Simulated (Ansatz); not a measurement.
Structure relaxation of Cd₂S₅

Method: DFT PBE, scalar-relativistic, plane waves, PAW (Ansatz). Cutoff 420 eV, Γ-centred k mesh, Gaussian smearing, no spin polarisation in the final step.

The start is a random cell of Cd₂S₅ with space group Imm2 (No. 44), drawn with lower limits on the distances.

```yaml
crystal:
  lattice:
    - [-3.16705, 3.93208, 3.84408]
    - [3.16705, -3.93208, 3.84408]
    - [3.16705, 3.93208, -3.84408]
  atoms:
    - { symbol: Cd, position: [0.96118, 0.83618, 0.12500] }
    - { symbol: Cd, position: [0.71118, 0.83618, 0.87500] }
    - { symbol: S, position: [0.78238, 0.91667, 0.36571] }
    - { symbol: S, position: [0.55095, 0.91667, 0.13429] }
    - { symbol: S, position: [0.78238, 0.41667, 0.86571] }
    - { symbol: S, position: [0.55095, 0.41667, 0.63429] }
    - { symbol: S, position: [0.16667, 0.66667, 0.50000] }
```

Steps on the 4×4×4 mesh (7 atoms). 12 of 14 steps are shown, and the free energy counts from the last. Trial steps that were taken back and renewals of the plane-wave basis can be among the rows.

| step | ΔF (meV/atom) | V (Å³/atom) | P (GPa) | largest force component (eV/Å) |
| --- | --- | --- | --- | --- |
| 1 | 2255.2 | 27.35 | 36.23 | 22.908 |
| 2 | 931.8 | 28.15 | 13.31 | 6.680 |
| 3 | 532.2 | 26.16 | 7.37 | 4.082 |
| 5 | 216.2 | 26.23 | 2.45 | 1.469 |
| 6 | 155.6 | 27.16 | 0.88 | 1.030 |
| 7 | 122.9 | 27.43 | 0.23 | 0.869 |
| 8 | 82.4 | 27.90 | -0.09 | 0.759 |
| 9 | 43.3 | 28.31 | 0.23 | 0.279 |
| 10 | 17.1 | 28.65 | 0.31 | 0.157 |
| 12 | 0.8 | 29.09 | 0.07 | 0.062 |
| 13 | 0.2 | 29.08 | 0.05 | 0.012 |
| 14 | 0.0 | 29.08 | 0.04 | 0.013 |

A final relaxation ran on a 8×8×8 mesh. The relaxed crystal, Imm2 (No. 44):

Space group Imm2 (No. 44). a = 6.508 Å, b = 8.434 Å, c = 7.434 Å, α = 90.00°, β = 90.00°, γ = 90.00°
| atom | site | symmetry | x | y | z |
| --- | --- | --- | --- | --- | --- |
| Cd | 4d | m.. | 0.5000 | 0.2974 | 0.3607 |
| S | 8e | 1 | 0.2804 | 0.6184 | 0.6639 |
| S | 2a | mm2 | 0.5000 | 0.5000 | 0.1287 |

For Cd₂S₅, the volume per atom is 29.15 Å³ and the density is 3.13 g/cm³. The energy over the elements is -0.01 eV/atom. The gap on the 8×8×8 mesh is 0 eV (a metal).

The zero of energy is the elements' standard structures at the same level; no fitted shifts are applied.

The final run used a 8×8×8 mesh on its 7-atom cell and 0.10 eV smearing. For metals, differences of a few meV/atom aren't resolved.

A structure relaxed within its symmetry needn't be a true minimum.